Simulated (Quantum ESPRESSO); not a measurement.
## SiC in Quantum ESPRESSO: convergence with smearing width

Crystal: SiC.

```
Si C
1.0
     3.07569    0.00000    0.00000
    -1.53785    2.66363    0.00000
     0.00000    0.00000   10.07065
Si C
4 4
Direct
  0.00000 0.00000 0.18789
  0.00000 0.00000 0.68789
  0.33333 0.66667 0.43784
  0.66667 0.33333 0.93784
  0.00000 0.00000 0.00046
  0.00000 0.00000 0.50046
  0.33333 0.66667 0.24980
  0.66667 0.33333 0.74980
```

The cell is a database's computed one.

- Program: Quantum ESPRESSO 7.5
- Task: single point
- Functional: PBE
- Potentials or basis: SPMS 1.0 PBE
- Cutoff: 952 eV
- Density cutoff: 3810 eV
- k mesh: 10 × 10 × 3
- Occupations: gaussian, width 0.5 eV
- Spin: no spin polarisation

These are the settings of the first run; the series varies smearing width, with any setting tied to it.

Hardware: 1 thread of Arm Neoverse V2, with other jobs on the host.

```
smearing width  energy less the tightest run, at zero smearing (meV/atom)  SCF cycles  CPU time (s)  peak memory (GiB)
        0.5 eV                                                       0.00          10            57               0.13
        0.3 eV                                                       0.00          10            59               0.13
        0.2 eV                                                       0.00          10            57               0.13
      0.136 eV                                                       0.00          10            57               0.13
        0.1 eV                                                       0.00          10            59               0.12
       0.05 eV                                                       0.00          10            58               0.13
      0.025 eV                                                       0.00          10            59               0.13
       0.01 eV                                                       0.00          10            64               0.13
```

Against the tightest run, the energy stays within 1 meV/atom from 0.5 eV on. The tightest run that finished is the yardstick and may itself not be fully converged.
